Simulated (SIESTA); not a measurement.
Crystal: CuAu.

```
Au Cu
1.0
     2.81075    0.00000    0.00000
     0.00000    2.81075    0.00000
     0.00000    0.00000    3.68500
Au Cu
1 1
Direct
  0.00000 0.00000 0.00000
  0.50000 0.50000 0.50000
```

Base run:

| Quantity | Value |
| --- | --- |
| Program | SIESTA 5.4.2 |
| Functional | WC |
| Potentials or basis | PseudoDojo 0.4 standard (PBEsol files) |
| Basis | DZP (energy shift 0.003 Ry; two zetas on semicore shells) |
| Grid cutoff | 800 Ry |
| Energy shift | 0.003 Ry |
| k mesh | 9 × 9 × 7 |
| Occupations | fermi-dirac, width 0.05 eV |
| Spin | no spin polarisation |

Its results: band gap on the k mesh none (metal or under the smearing width); pressure -2.5 GPa.

Problem. The run is repeated on the same cell with these changes: functional from WC to PBEsol. What comes out?

Solution. Band gap on the k mesh none (metal or under the smearing width); pressure -3.5 GPa.

Caveats: short orbitals over semicore shells can move pressures by several GPa; the basis of atomic orbitals isn't converged, which shifts pressures, moduli and gaps; the potentials were made for another functional, which shifts forces and pressure (some runs).

Not every run made on this cell is shown here.
